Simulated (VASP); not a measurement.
**MgO in VASP: one cell, several levels of theory**

Aim: gap, levels, forces and stress of MgO (wurtzite), under -3.0 % strain along z alone at fixed geometry. Runs: PBE, r2SCAN. This is a trial cell built on a prototype, not taken from a measured structure, and it needn't be the compound's ground state.

Code: VASP 6.6.1. PAW datasets, plane waves. No spin polarisation and no zero-point or thermal motion; the cell was built from a prototype and may be hypothetical.

### 1 Starting point

The cell comes from an earlier relaxation with r2SCAN in another program, then strained, with the atoms relaxed again.

Space group P6_3mc (No. 186), hexagonal; a = 3.288 Å, c = 4.883 Å in the conventional setting, 11.43 Å³ an atom. Near Mg stand 4 O at 1.95–1.98 Å; near O stand 4 Mg at 1.95–1.98 Å.

The structure in full:

```cif
data_structure
_symmetry_space_group_name_H-M 'P 1'
_symmetry_Int_Tables_number 1
_cell_length_a 3.2882
_cell_length_b 3.2882
_cell_length_c 4.8833
_cell_angle_alpha 90.000
_cell_angle_beta 90.000
_cell_angle_gamma 120.000
_cell_volume 45.73
loop_
_atom_site_label
_atom_site_type_symbol
_atom_site_fract_x
_atom_site_fract_y
_atom_site_fract_z
_atom_site_occupancy
Mg1 Mg 0.33333 0.66667 0.98485 1
Mg2 Mg 0.66667 0.33333 0.48485 1
O1 O 0.33333 0.66667 0.39015 1
O2 O 0.66667 0.33333 0.89015 1
```

### 2 PBE

The input, INCAR:

```
ENCUT = 520.000000
SIGMA = 0.020000
EDIFF = 1.00e-07
GGA = PE
PREC = Accurate
IBRION = -1
ISIF = 2
ISMEAR = -1
NBANDS = 16
NELM = 120
NSW = 0
LASPH = .TRUE.
LCHARG = .TRUE.
LELF = .TRUE.
LWAVE = .FALSE.
LREAL = .FALSE.
```

The input, KPOINTS:

```
KPOINTS created by Atomic Simulation Environment
0
Gamma
12 12 6
0 0 0
```

The input, KPOINTS_OPT:

```
special points
6
Reciprocal
0.0000000000 0.0000000000 0.0000000000 1
0.5000000000 0.0000000000 0.0000000000 1
0.3333333333 0.3333333333 0.0000000000 1
0.0000000000 0.0000000000 0.5000000000 1
0.5000000000 0.0000000000 0.5000000000 1
0.3333333333 0.3333333333 0.5000000000 1
```

The input, POSCAR:

```
Mg O
 1.0000000000000000
     3.2882172281021651   -0.0000000000288675    0.0000000000000000
    -1.6441086140260825    2.8476796527125590    0.0000000000000000
     0.0000000000000000    0.0000000000000000    4.8833352865000004
 Mg  O
   2   2
Cartesian
  0.0000000000166668  1.8984531017987503 -0.0739727679191212
  1.6441086140594161  0.9492265508849416  2.3676948753308795
  0.0000000000166668  1.8984531017987503  1.9052235003566216
  1.6441086140594161  0.9492265508849416  4.3468911436066229
```

Potentials: the recommended PBE PAW datasets, 16 valence electrons in the neutral cell.

Launch:

```sh
$ mpirun -np 1 vasp_std
```

Printed to the terminal (iteration lines stand in OSZICAR):

```text
POSCAR found type information on POSCAR MgO
 POSCAR found :  2 types and       4 ions
 LDA part: xc-table for (Slater+PW92), standard interpolation
 POSCAR, INCAR and KPOINTS ok, starting setup
 FFT: planning ... GRIDC
 FFT: planning ... GRID_SOFT
 FFT: planning ... GRID
 WAVECAR not read
 entering main loop
 Start KPOINTS_OPT (optional k-point list driver)
k-point batch [1-6\6]
```

OSZICAR:

```text
N       E                     dE             d eps       ncg     rms          rms(c)
DAV:   1     0.599286712628E+02    0.59929E+02   -0.75410E+03  2432   0.885E+02
DAV:   2    -0.239446739483E+02   -0.83873E+02   -0.77343E+02  3368   0.196E+02
DAV:   3    -0.277437174160E+02   -0.37990E+01   -0.37905E+01  2736   0.433E+01
DAV:   4    -0.277587761690E+02   -0.15059E-01   -0.15059E-01  2880   0.319E+00
DAV:   5    -0.277588506376E+02   -0.74469E-04   -0.74468E-04  2792   0.214E-01    0.117E+01
DAV:   6    -0.235211424470E+02    0.42377E+01   -0.11927E+01  2440   0.261E+01    0.375E+00
DAV:   7    -0.234797407070E+02    0.41402E-01   -0.15483E-01  2440   0.315E+00    0.219E+00
DAV:   8    -0.234748163607E+02    0.49243E-02   -0.89647E-02  2568   0.329E+00    0.491E-01
DAV:   9    -0.234724931790E+02    0.23232E-02   -0.31160E-03  3032   0.513E-01    0.167E-01
DAV:  10    -0.234732066795E+02   -0.71350E-03   -0.14511E-03  2504   0.249E-01    0.311E-02
DAV:  11    -0.234732261426E+02   -0.19463E-04   -0.13749E-05  2888   0.281E-02    0.193E-02
DAV:  12    -0.234732269941E+02   -0.85158E-06   -0.77469E-06  2480   0.244E-02    0.347E-03
DAV:  13    -0.234732269475E+02    0.46643E-07   -0.67417E-07  2560   0.681E-03
   1 F= -.23473227E+02 E0= -.23473227E+02  d E =-.795001E-12
       N       E                     dE             ncg
DAV:   1     0.149935093887E+04   -0.25866E+04      192
DAV:   2     0.105609015961E+04   -0.44326E+03      264
DAV:   3     0.103673882598E+04   -0.19351E+02      208
DAV:   4     0.103664827365E+04   -0.90552E-01      232
DAV:   5     0.103664777674E+04   -0.49691E-03      200
DAV:   6     0.103664777301E+04   -0.37296E-05      240
DAV:   7     0.103664777298E+04   -0.32053E-07      168
```

The lines after F= are the extra pass for the points of KPOINTS_OPT, at fixed density; their E is not a total energy.

OUTCAR, selected sections:

```text
k-points           NKPTS =     76   k-points in BZ     NKDIM =     76   number of bands    NBANDS=     16

   NELECT =      16.0000    total number of electrons

   dimension x,y,z NGX =    24 NGY =   24 NGZ =   36
   dimension x,y,z NGXF=    48 NGYF=   48 NGZF=   72

  energy-cutoff  :      520.00
  volume of cell :       45.73
      direct lattice vectors                 reciprocal lattice vectors
     3.288217228 -0.000000000  0.000000000     0.304116161  0.175581547  0.000000000
    -1.644108614  2.847679653  0.000000000     0.000000000  0.351163095  0.000000000
     0.000000000  0.000000000  4.883335287     0.000000000  0.000000000  0.204778075

 k-points in reciprocal lattice and weights: KPOINTS created by Atomic Simulation Env
   0.00000000  0.00000000  0.00000000       0.001
   0.08333333 -0.00000000  0.00000000       0.007
   0.16666667 -0.00000000  0.00000000       0.007
   0.25000000 -0.00000000  0.00000000       0.007
   0.33333333 -0.00000000  0.00000000       0.007
   0.41666667 -0.00000000  0.00000000       0.007
   0.50000000 -0.00000000  0.00000000       0.003
   0.08333333  0.08333333  0.00000000       0.007
[... 68 more k-points ...]

 E-fermi :   1.8389

 k-point     1 :       0.0000    0.0000    0.0000
  band No.  band energies     occupation
      1     -15.0402      2.00000
      2     -14.1484      2.00000
      3      -2.0216      2.00000
      4       0.4920      2.00000
      5       0.4920      2.00000
      6       0.8662      2.00000
      7       0.8662      2.00000
      8       1.3983      2.00000
      9       4.9799      0.00000
     10      10.1251      0.00000
     11      12.0394      0.00000
     12      15.5458      0.00000
     13      15.5458      0.00000
     14      17.5567      0.00000
     15      18.0317      0.00000
     16      18.0317      0.00000

 k-point     2 :       0.0833   -0.0000    0.0000
  band No.  band energies     occupation
      1     -15.0036      2.00000
      2     -14.1370      2.00000
      3      -1.9536      2.00000
      4       0.3270      2.00000
      5       0.4425      2.00000
      6       0.6382      2.00000
      7       0.8747      2.00000
      8       1.3710      2.00000
      9       5.3177      0.00000
     10      10.3237      0.00000
     11      11.9680      0.00000
     12      14.6471      0.00000
     13      15.6692      0.00000
     14      17.4718      0.00000
     15      18.0251      0.00000
     16      18.1421      0.00000

 k-point     3 :       0.1667   -0.0000    0.0000
  band No.  band energies     occupation
      1     -14.8996      2.00000
      2     -14.1084      2.00000
      3      -1.7560      2.00000
      4      -0.1736      2.00000
      5       0.2213      2.00000
      6       0.3249      2.00000
      7       0.8818      2.00000
      8       1.2840      2.00000
      9       6.1188      0.00000
     10      10.7733      0.00000
     11      11.7941      0.00000
     12      13.4061      0.00000
     13      15.9821      0.00000
     14      16.1845      0.00000
     15      17.1656      0.00000
     16      17.3337      0.00000

 k-point     4 :       0.2500   -0.0000    0.0000
  band No.  band energies     occupation
      1     -14.7468      2.00000
      2     -14.0762      2.00000
      3      -1.4516      2.00000
      4      -0.8057      2.00000
      5      -0.1870      2.00000
      6       0.1871      2.00000
      7       0.8718      2.00000
      8       1.1306      2.00000
      9       7.0825      0.00000
     10      10.8957      0.00000
     11      11.6010      0.00000
     12      12.7646      0.00000
     13      14.9097      0.00000
     14      16.1547      0.00000
     15      16.5094      0.00000
     16      16.8846      0.00000

 k-point     5 :       0.3333   -0.0000    0.0000
  band No.  band energies     occupation
      1     -14.5744      2.00000
      2     -14.0586      2.00000
      3      -1.3765      2.00000
      4      -1.0558      2.00000
      5      -0.5358      2.00000
      6       0.0645      2.00000
      7       0.8503      2.00000
      8       0.9096      2.00000
      9       8.0215      0.00000
     10      10.4521      0.00000
     11      11.1817      0.00000
     12      12.9429      0.00000
     13      14.1165      0.00000
     14      15.8020      0.00000
     15      16.0937      0.00000
     16      17.1476      0.00000

[... the tables of k-points 6 to 76 left out ...]

  Total        2.0304875      2.0304875      1.9132923      0.0000000     -0.0000000      0.0000000
  in kB       71.1447275     71.1447275     67.0384122      0.0000000     -0.0000000      0.0000000
  external PRESSURE =      69.7759557 kB  Pullay stress =       0.0000000 kB

 POSITION                                       TOTAL-FORCE (eV/Angst)
 -----------------------------------------------------------------------------------
      0.00000      1.89845      4.80936         0.000000     -0.000000     -0.019434
      1.64411      0.94923      2.36769        -0.000000      0.000000     -0.019434
      0.00000      1.89845      1.90522        -0.000000     -0.000000      0.019434
      1.64411      0.94923      4.34689         0.000000     -0.000000      0.019434
 -----------------------------------------------------------------------------------
    total drift:                               -0.000000     -0.000000     -0.001409

  FREE ENERGIE OF THE ION-ELECTRON SYSTEM (eV)
  ---------------------------------------------------
  free  energy   TOTEN  =       -23.4732269475 eV

  energy  without entropy=      -23.4732269475  energy(sigma->0) =      -23.47322695
```

It took 24 s on 1 MPI rank of Intel Xeon Platinum 8488C, shared host; peak memory 0.21 GiB.

The levels at the points of KPOINTS_OPT are read from vasprun.xml.

Band energies at the special points (eV, zero at the top of v, the last band that the electrons fill by count):

| point | v−1 | v | c | c+1 |
| --- | --- | --- | --- | --- |
| Γ | -0.53 | 0.00 | 3.58 | 8.73 |
| M | -0.90 | -0.58 | 7.80 | 8.25 |
| K | -1.30 | -1.30 | 8.30 | 8.44 |
| A | -0.72 | -0.72 | 6.16 | 6.16 |
| L | -0.77 | -0.77 | 7.46 | 7.46 |
| H | -0.42 | -0.42 | 8.53 | 8.53 |

Gap with PBE: 3.58 eV, direct (Γ). The pressure is 6.98 GPa, and the largest force is 0.019 eV/Å, on atom 1 (Mg).

Density in a lattice plane of the grid's cell (edges 3.29 and 4.88 Å, at 0.333 of the third edge), which holds Mg and O.

Ten even steps from '0' (0.04 e/Å³) to '9' (7.54 e/Å³):
```
0000000124775310
0000000136997410
0000000125896310
0000000013443200
0000000001111000
0000000000000000
0000000000000000
0000000000000000
0000000000000000
0000000000000000
0000000000000000
0000000000000000
0000000000000000
0000000000000000
0000000000000000
0000000000000000
0000000000000000
0000000000000000
0000000000110000
0000000012332100
```
Columns run along the first of these edges and rows up along the second, over one cell in 16 and 20 even steps from the bottom left corner. Atoms in the plane (fractional): Mg at (0.67, 0.48), O at (0.67, 0.89).

ELF in the same plane.

Ten even steps from ' ' (0.00) to '@' (0.84):
```
##--    ::++%%@@@@@@####%%@@@@%%
##--    ::**%%@@@@%%++==##@@@@@@
**--    ::++%%@@@@%%****%%@@@@%%
++::    ..==##%%@@@@@@@@@@@@@@##
--..    ..::++##@@@@@@@@@@@@%%**
..        ..::++##%%%%@@%%##++--
            ....--++****++==::..
....::::::..      ..::::..      
--==++++==--..                ..
++**####****==..            ..--
####%%%%####++--            ::++
####%%%%%%##**--..          ::++
**####%%####++--..          ::++
++**####**++==::..          ::--
--==++++++==::..            ..::
..::----::....      ......    ..
    ......    ....::----::::..  
..        ....--++********++--::
--..      ::==**%%%%@@@@@@%%##++
++::    ..==##%%@@@@@@@@@@@@@@%%
```
Columns run along the first of these edges and rows up along the second, over one cell in 16 and 20 even steps from the bottom left corner. Atoms in the plane (fractional): Mg at (0.67, 0.48), O at (0.67, 0.89).

Both are smooth fields of the valence electrons: close to the nuclei they are not physical.

The highest ELF values outside the cores: 0.85 in the shell around O, 0.7 Å from O.

### 3 r2SCAN at this geometry

The input, INCAR:

```
ENCUT = 520.000000
SIGMA = 0.010000
EDIFF = 1.00e-07
ALGO = Normal
METAGGA = R2SCAN
PREC = Accurate
IBRION = -1
ISIF = 2
ISMEAR = 0
NBANDS = 16
NELM = 120
NSW = 0
LASPH = .TRUE.
LCHARG = .TRUE.
LELF = .TRUE.
LWAVE = .FALSE.
LREAL = .FALSE.
```

KPOINTS is that of step 2.

KPOINTS_OPT is that of step 2.

POSCAR is that of step 2.

Launch:

```sh
$ mpirun -np 1 vasp_std
```

Printed to the terminal (iteration lines stand in OSZICAR):

```text
POSCAR found type information on POSCAR MgO
 POSCAR found :  2 types and       4 ions
 -----------------------------------------------------------------------------
|                                                                             |
|                                                                             |
|     You enforced a specific xc type in the INCAR file but a different       |
|     I HOPE YOU KNOW WHAT YOU ARE DOING!                                     |
|                                                                             |
 -----------------------------------------------------------------------------

 LDA part: xc-table for (None), standard interpolation
 POSCAR, INCAR and KPOINTS ok, starting setup
 FFT: planning ... GRIDC
 FFT: planning ... GRID_SOFT
 FFT: planning ... GRID
 WAVECAR not read
 entering main loop
 Start KPOINTS_OPT (optional k-point list driver)
k-point batch [1-6\6]
```

OSZICAR:

```text
N       E                     dE             d eps       ncg     rms          rms(c)
DAV:   1     0.510971795242E+02    0.51097E+02   -0.78245E+03  2432   0.918E+02
DAV:   2    -0.365375839404E+02   -0.87635E+02   -0.80864E+02  3360   0.205E+02
DAV:   3    -0.405404657014E+02   -0.40029E+01   -0.39938E+01  2736   0.452E+01
DAV:   4    -0.405573398049E+02   -0.16874E-01   -0.16874E-01  2912   0.343E+00
DAV:   5    -0.405574286422E+02   -0.88837E-04   -0.88837E-04  2816   0.240E-01    0.111E+01
DAV:   6    -0.315055906020E+02    0.90518E+01   -0.75752E+00  2432   0.204E+01    0.303E+00
DAV:   7    -0.317994465407E+02   -0.29386E+00   -0.49570E-01  2696   0.475E+00    0.231E+00
DAV:   8    -0.318547867204E+02   -0.55340E-01   -0.14397E-01  2432   0.418E+00    0.940E-01
DAV:   9    -0.318435707974E+02    0.11216E-01   -0.52922E-02  2640   0.205E+00    0.314E-01
DAV:  10    -0.318431205817E+02    0.45022E-03   -0.47097E-03  2472   0.635E-01    0.320E-02
DAV:  11    -0.318431463112E+02   -0.25729E-04   -0.17432E-04  2728   0.116E-01    0.419E-03
DAV:  12    -0.318431489112E+02   -0.26000E-05   -0.69229E-06  2856   0.193E-02    0.104E-02
DAV:  13    -0.318431470729E+02    0.18383E-05   -0.42912E-06  2568   0.174E-02    0.426E-04
DAV:  14    -0.318431466727E+02    0.40021E-06   -0.99295E-08  1968   0.267E-03    0.603E-04
DAV:  15    -0.318431465979E+02    0.74796E-07   -0.19895E-08  1320   0.125E-03
   1 F= -.31843147E+02 E0= -.31843147E+02  d E =-.591923E-38
       N       E                     dE             ncg
DAV:   1     0.145541421454E+04   -0.26306E+04      192
DAV:   2     0.992225208316E+03   -0.46319E+03      264
DAV:   3     0.972524727952E+03   -0.19700E+02      208
DAV:   4     0.972434446356E+03   -0.90282E-01      232
DAV:   5     0.972433939497E+03   -0.50686E-03      200
DAV:   6     0.972433935513E+03   -0.39840E-05      240
DAV:   7     0.972433935477E+03   -0.36054E-07      176
```

Parts of OUTCAR:

```text
k-points           NKPTS =     76   k-points in BZ     NKDIM =     76   number of bands    NBANDS=     16

   NELECT =      16.0000    total number of electrons

   dimension x,y,z NGX =    24 NGY =   24 NGZ =   36
   dimension x,y,z NGXF=    48 NGYF=   48 NGZF=   72

  energy-cutoff  :      520.00
  volume of cell :       45.73
      direct lattice vectors                 reciprocal lattice vectors
     3.288217228 -0.000000000  0.000000000     0.304116161  0.175581547  0.000000000
    -1.644108614  2.847679653  0.000000000     0.000000000  0.351163095  0.000000000
     0.000000000  0.000000000  4.883335287     0.000000000  0.000000000  0.204778075

 k-points in reciprocal lattice and weights: KPOINTS created by Atomic Simulation Env
   0.00000000  0.00000000  0.00000000       0.001
   0.08333333 -0.00000000  0.00000000       0.007
   0.16666667 -0.00000000  0.00000000       0.007
   0.25000000 -0.00000000  0.00000000       0.007
   0.33333333 -0.00000000  0.00000000       0.007
   0.41666667 -0.00000000  0.00000000       0.007
   0.50000000 -0.00000000  0.00000000       0.003
   0.08333333  0.08333333  0.00000000       0.007
[... 68 more k-points ...]

 E-fermi :   1.0628

 k-point     1 :       0.0000    0.0000    0.0000
  band No.  band energies     occupation
      1     -16.4064      2.00000
      2     -15.5413      2.00000
      3      -2.4476      2.00000
      4       0.0508      2.00000
      5       0.0508      2.00000
      6       0.4263      2.00000
      7       0.4263      2.00000
      8       0.9755      2.00000
      9       5.2289      0.00000
     10      10.5825      0.00000
     11      12.4886      0.00000
     12      16.0677      0.00000
     13      16.0677      0.00000
     14      18.1329      0.00000
     15      18.7095      0.00000
     16      18.7095      0.00000

 k-point     2 :       0.0833   -0.0000    0.0000
  band No.  band energies     occupation
      1     -16.3710      2.00000
      2     -15.5304      2.00000
      3      -2.3797      2.00000
      4      -0.1107      2.00000
      5       0.0008      2.00000
      6       0.2129      2.00000
      7       0.4355      2.00000
      8       0.9477      2.00000
      9       5.5573      0.00000
     10      10.7840      0.00000
     11      12.4074      0.00000
     12      15.1505      0.00000
     13      16.1976      0.00000
     14      18.1264      0.00000
     15      18.6659      0.00000
     16      18.7968      0.00000

 k-point     3 :       0.1667   -0.0000    0.0000
  band No.  band energies     occupation
      1     -16.2702      2.00000
      2     -15.5029      2.00000
      3      -2.1826      2.00000
      4      -0.5955      2.00000
      5      -0.1958      2.00000
      6      -0.1179      2.00000
      7       0.4438      2.00000
      8       0.8595      2.00000
      9       6.3573      0.00000
     10      11.2322      0.00000
     11      12.2157      0.00000
     12      13.8911      0.00000
     13      16.5262      0.00000
     14      16.7806      0.00000
     15      17.8258      0.00000
     16      17.9305      0.00000

 k-point     4 :       0.2500   -0.0000    0.0000
  band No.  band energies     occupation
      1     -16.1222      2.00000
      2     -15.4722      2.00000
      3      -1.8799      2.00000
      4      -1.2179      2.00000
      5      -0.6034      2.00000
      6      -0.2568      2.00000
      7       0.4352      2.00000
      8       0.7047      2.00000
      9       7.3410      0.00000
     10      11.2859      0.00000
     11      12.0491      0.00000
     12      13.2696      0.00000
     13      15.4630      0.00000
     14      16.6900      0.00000
     15      17.1966      0.00000
     16      17.5008      0.00000

 k-point     5 :       0.3333   -0.0000    0.0000
  band No.  band energies     occupation
      1     -15.9558      2.00000
      2     -15.4555      2.00000
      3      -1.7928      2.00000
      4      -1.4816      2.00000
      5      -0.9521      2.00000
      6      -0.3803      2.00000
      7       0.4146      2.00000
      8       0.4833      2.00000
      9       8.3084      0.00000
     10      10.7909      0.00000
     11      11.6281      0.00000
     12      13.5118      0.00000
     13      14.6256      0.00000
     14      16.3213      0.00000
     15      16.8122      0.00000
     16      17.8058      0.00000

[... the tables of k-points 6 to 76 left out ...]

  Total        0.8117250      0.8117250      0.7365546      0.0000000     -0.0000000      0.0000000
  in kB       28.4414248     28.4414248     25.8075853      0.0000000     -0.0000000      0.0000000
  external PRESSURE =      27.5634783 kB  Pullay stress =       0.0000000 kB

 POSITION                                       TOTAL-FORCE (eV/Angst)
 -----------------------------------------------------------------------------------
      0.00000      1.89845      4.80936         0.000000     -0.000000      0.006614
      1.64411      0.94923      2.36769        -0.000000     -0.000000      0.006614
      0.00000      1.89845      1.90522         0.000000     -0.000000     -0.006614
      1.64411      0.94923      4.34689         0.000000      0.000000     -0.006614
 -----------------------------------------------------------------------------------
    total drift:                                0.000000      0.000000      0.030533

  FREE ENERGIE OF THE ION-ELECTRON SYSTEM (eV)
  ---------------------------------------------------
  free  energy   TOTEN  =       -31.8431465979 eV

  energy  without entropy=      -31.8431465979  energy(sigma->0) =      -31.84314660
```

Wall time 1.8 min (1 MPI rank of Intel Xeon Platinum 8488C, shared host); peak memory 0.22 GiB.

The levels at the points of KPOINTS_OPT are read from vasprun.xml.

Levels at the named points, in eV from the top of band v (v: the last filled band by count, c: the next):

| point | v−1 | v | c | c+1 |
| --- | --- | --- | --- | --- |
| Γ | -0.55 | 0.00 | 4.25 | 9.61 |
| M | -0.90 | -0.59 | 8.52 | 9.02 |
| K | -1.31 | -1.31 | 9.03 | 9.14 |
| A | -0.74 | -0.74 | 6.86 | 6.86 |
| L | -0.78 | -0.78 | 8.18 | 8.18 |
| H | -0.43 | -0.43 | 9.26 | 9.26 |

r2SCAN gives a direct gap of 4.25 eV at Γ. Pressure: 2.76 GPa; the forces vanish within 0.01 eV/Å.

### 4 Summary

```
 level  gap (eV)  pressure (GPa)
   PBE      3.58            6.98
r2SCAN      4.25            2.76
```

What this shows: The gap runs from 3.58 eV (PBE) to 4.25 eV (r2SCAN). The pressure is highest with PBE (7.0 GPa) and lowest with r2SCAN (2.8 GPa), which orders the cells that they would relax to.
